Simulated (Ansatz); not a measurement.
**Does HfSiO4 in I4_1/amd form from HfO2 and SiO2?**

Plane-wave DFT in Ansatz with scalar-relativistic PAW potentials, cutoff 420 eV, Γ-centred meshes chosen by cell and gap, Gaussian smearing with energies taken to zero width. Every cell was relaxed (cell and atoms) in a run of its own, within the symmetry of its start. Functional: PBE.

The ternary relaxed to I4_1/amd, 12 atoms in the computed cell, a = 6.645 Å, c = 6.014 Å; sites (symmetry × multiplicity) Hf -4m2 × 4, Si -4m2 × 4, O .m. × 16.

Total energies hold large constants for each element; a whole number of eV per atom of each element is taken off below, which cancels in a balanced reaction.

| compound | lowest structure computed | structures tried | V (Å³/atom) | gap on mesh (eV) | E (eV per formula unit, common shift removed) |
| --- | --- | --- | --- | --- | --- |
| HfSiO4 | I4_1/amd | 1 | 11.07 | 5.33 | -18.8739 |
| HfO2 | I4_1/amd | 11 | 14.33 | 4.43 | -10.6928 |
| SiO2 | I-42d | 14 | 15.52 | 5.74 | -8.1047 |

Task: Balance the reaction and work out its energy at 0 K.

Result: The balance is HfO2 + SiO2 → HfSiO4. ΔE = -0.076 eV per formula unit, -12.7 meV/atom, and the volume changes by -25.8 %. The ternary lies below these binaries, so it can form from them; whether it is stable also hangs on other ternaries and on other oxidation states, which this balance leaves out. Against the elements it is bound by 3.14 eV/atom, 247 times the size of this reaction energy: most of the binding is already in the binaries, and stability is decided by the small rest. A lower form of a binary that wasn't tried would raise the value, and a lower form of the ternary would lower it. This functional puts HfO2 lowest in I4_1/amd, which isn't its usual phase at room temperature. This functional puts SiO2 lowest in I-42d, which isn't its usual phase at room temperature.

Spin-orbit coupling is left out, which matters for the bands of heavy elements.